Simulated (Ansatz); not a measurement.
# CsCl: do energies and stresses tell the same story?

All numbers below come from Ansatz 0.2.0, DFT PBE, scalar-relativistic, plane waves, PAW.

Settings: cutoff 420 eV, Γ-centred mesh 6×6×6 on the computed 2-atom cell, Gaussian smearing of 0.02 eV; no spin polarisation.

Relaxed cell: Pm-3m, a = 4.206 Å, b = 4.206 Å, c = 4.206 Å, α = 90.00°, β = 90.00°, γ = 90.00°, 2 atoms in the primitive cell.

Energies at zero smearing and pressures from the stress tensor, at volumes with shape and atoms relaxed:
```csv
V (Å³/atom),E − E(first) (meV/atom),P (GPa)
32.730,0.00,2.553
33.846,-14.83,1.731
34.962,-24.44,1.048
36.078,-29.69,0.479
37.194,-31.32,0.005
38.309,-29.94,-0.390
39.425,-26.04,-0.720
40.913,-17.64,-1.074
```

Question: Check P = −dE/dV between neighbouring volumes, and get the bulk modulus from the pressures alone.

Answer: With 1 eV/Å³ = 160.2 GPa:
```tsv
middle V (Å³/atom)	−ΔE/ΔV (GPa)	mean P (GPa)
33.288	2.130	2.142
34.404	1.379	1.390
35.520	0.755	0.763
36.636	0.234	0.242
37.752	-0.199	-0.193
38.867	-0.560	-0.555
40.169	-0.904	-0.897
```

The two differ by 0.013 GPa at most. The mean of two end pressures misses the average over a step by about ΔV² P″/12, up to 0.012 GPa here; with that taken off 0.000 GPa remains. Around V = 37.194 Å³/atom, the two neighbours give B = −V ΔP/ΔV = 37.194 × 0.869 / 2.232 = 14.5 GPa, against B0 = 14.4 GPa from the Birch–Murnaghan fit of the energies.